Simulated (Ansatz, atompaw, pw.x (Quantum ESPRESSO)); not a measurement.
## pw.x on fcc Mo: one setting changed

Potential: PAW, atompaw 4.2.0.5, PBE; core [Ar] 3d10, reference 4s2 4p6 4d5 5s0 5p1; waves: 4s (bound): rc 1.30 bohr; 5s (bound, empty): rc 2.20 bohr; 4p (bound): rc 2.00 bohr; 5p (bound): rc 2.20 bohr; 4d (bound): rc 2.20 bohr; 4d channel at 0.45 Ry: rc 2.20 bohr; local part: bessel scheme, radius 1.85 bohr; core correction: smooth core density matched at 2.00 bohr; augmentation: besselshape compensation charge, radius 1.65 bohr; PAW radius 2.20 bohr; waves and projectors: custom polynom vanderbiltortho.

The reference run (k-mesh 14³, cutoffs 75/750 Ry, Fermi–Dirac 0.01 Ry, mixing_beta 0.4, conv_thr 1e-9, no spin) gives 2.28 GPa at 16.027 Å³/atom, where all-electron LAPW gives 0.44 GPa. This run, with its own iteration cap, changes mixing_mode to TF.

```
&control
  calculation='scf', prefix='x', pseudo_dir='./', outdir='./tmp', tstress=.true., disk_io='none'
/
&system
  ibrav=0, nat=1, ntyp=1, ecutwfc=75, ecutrho=750, nbnd=15,
  occupations='smearing', smearing='fd', degauss=0.01
/
&electrons
  conv_thr=1e-09, mixing_beta=0.4, electron_maxstep=60, mixing_mode='TF'
/
ATOMIC_SPECIES
Mo 1.0 Mo.UPF
CELL_PARAMETERS angstrom
  0.00000000 2.00112437 2.00112437
  2.00112437 0.00000000 2.00112437
  2.00112437 2.00112437 0.00000000
ATOMIC_POSITIONS crystal
Mo 0.0000 0.0000 0.0000
K_POINTS automatic
14 14 14 0 0 0
```

```bash
pw.x < Mo.scf.in > Mo.scf.out
```

Question: How does the run end?

Answer: It converges in 11 iterations; the free energy moves by +0.0 meV/atom and the pressure by -0.02 GPa. The result is that of the reference run.

```
Message from routine setup:
     using ibrav=0 with symmetry is DISCOURAGED, use correct ibrav instead
     lattice parameter (alat)  =       5.3480  a.u.
     unit-cell volume          =     108.1556 (a.u.)^3
     number of electrons       =        14.00
     number of Kohn-Sham states=           15
     kinetic-energy cutoff     =      75.0000  Ry
     charge density cutoff     =     750.0000  Ry
     scf convergence threshold =      1.0E-09
     Exchange-correlation= SLA PW PBX PBC
     number of k points=   104  Fermi-Dirac smearing, width (Ry)=  0.0100
     iteration #  1     ecut=    75.00 Ry     beta= 0.40
     total energy              =    -363.91059604 Ry
     estimated scf accuracy    <       0.27766427 Ry
     iteration #  2     ecut=    75.00 Ry     beta= 0.40
     total energy              =    -363.86153917 Ry
     estimated scf accuracy    <       0.10430036 Ry
     iteration #  3     ecut=    75.00 Ry     beta= 0.40
     total energy              =    -363.88414081 Ry
     estimated scf accuracy    <       0.00421901 Ry
     [... 5 iterations left out ...]
     iteration #  9     ecut=    75.00 Ry     beta= 0.40
     total energy              =    -363.88470608 Ry
     estimated scf accuracy    <          1.4E-09 Ry
     iteration # 10     ecut=    75.00 Ry     beta= 0.40
     total energy              =    -363.88470608 Ry
     estimated scf accuracy    <          5.1E-09 Ry
     iteration # 11     ecut=    75.00 Ry     beta= 0.40
     the Fermi energy is    19.8269 ev
!    total energy              =    -363.88470608 Ry
     estimated scf accuracy    <          1.1E-10 Ry
     smearing contrib. (-TS)   =      -0.00577734 Ry
     The total energy is F=E-TS. E is the sum of the following terms:
     one-electron contribution =     -15.92899315 Ry
     hartree contribution      =      21.27741836 Ry
     xc contribution           =     -15.93606934 Ry
     ewald contribution        =    -118.81722445 Ry
     one-center paw contrib.   =    -234.47406016 Ry
     convergence has been achieved in  11 iterations
          total   stress  (Ry/bohr**3)                   (kbar)     P=       22.64
     Message from routine punch:
     Nothing written, as per user request (disk_io='none')
```

The run took about 41 s on one core of a shared host (Intel(R) Xeon(R) Platinum 8259CL CPU @ 2.50GHz, 96 threads, 755 GiB, load 39).
